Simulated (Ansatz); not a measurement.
## Frozen normal mode in P

All numbers below come from DFT PBEsol, scalar-relativistic, plane waves, PAW in Ansatz. The runs took a 420 eV cutoff, a Γ-centred 6×6×6 mesh and Gaussian smearing (0.05 eV). No spin polarisation. Energies are free energies at this smearing, counted from the undisturbed cell; pressure is positive in compression.

The starting cell (relaxed at this level; this form isn't the usual structure):

```
CELL_PARAMETERS angstrom
4.51650 -3.98590 -0.00966
4.51650 3.98590 -0.00966
-0.03342 0.00000 5.29426
ATOMIC_POSITIONS crystal
P 0.85127 0.85127 0.23756
P 0.14873 0.14873 0.76244
P 0.71918 0.71918 0.58554
P 0.28082 0.28082 0.41446
P 0.50160 0.77839 0.24938
P 0.22161 0.49840 0.75062
P 0.49840 0.22161 0.75062
P 0.77839 0.50160 0.24938
```

The cell holds molecules and no dispersion correction was added, so their binding is poorly described.

A zone-centre mode of this cell is frozen in: each atom moves by x times its row below, so x is the largest displacement.
```
atom ux uy uz
  P1   0.000   1.000   0.000
  P2   0.000  -1.000   0.000
  P3   0.000   0.184   0.000
  P4   0.000  -0.184   0.000
  P5  -0.553   0.048   0.141
  P6  -0.553  -0.048   0.141
  P7   0.553  -0.048  -0.141
  P8   0.553   0.048  -0.141
```

| x (Å) | ΔE (meV/cell) | force along the mode (eV/Å) | pressure (GPa) | gap on the mesh (eV) |
| --- | --- | --- | --- | --- |
| -0.4000 | 107.4 | 0.85 | -2.0 | 1.75 |
| -0.2000 | 14.3 | 0.19 | -0.5 | 1.92 |
| 0.0000 | 0.0 | 0.00 | 0.0 | 2.07 |
| 0.0500 | 0.6 | -0.03 | 0.0 | 2.03 |
| 0.1000 | 2.7 | -0.06 | -0.1 | 1.99 |
| 0.1500 | ? | -0.11 | ? | 1.96 |
| 0.2500 | 26.2 | -0.29 | -0.8 | 1.88 |
| 0.3000 | ? | ? | -1.1 | 1.84 |
| 0.3500 | 70.7 | -0.62 | -1.5 | 1.79 |

By symmetry 0.4000 repeats -0.4000, -0.3000 repeats 0.3000, 0.2000 repeats -0.2000, -0.1000 repeats 0.1000 in energy, with the opposite slope along the path.

Q: Give the withheld values.

A: ΔE (meV/cell) at x (Å) = 0.1500: 6.9; pressure (GPa) at x (Å) = 0.1500: -0.3; ΔE (meV/cell) at x (Å) = 0.3000: 44.4; force along the mode (eV/Å) at x (Å) = 0.3000: -0.44.

Cost: 9 runs of about 5.8 core-minutes in all, on Arm Neoverse V1 (shared hosts).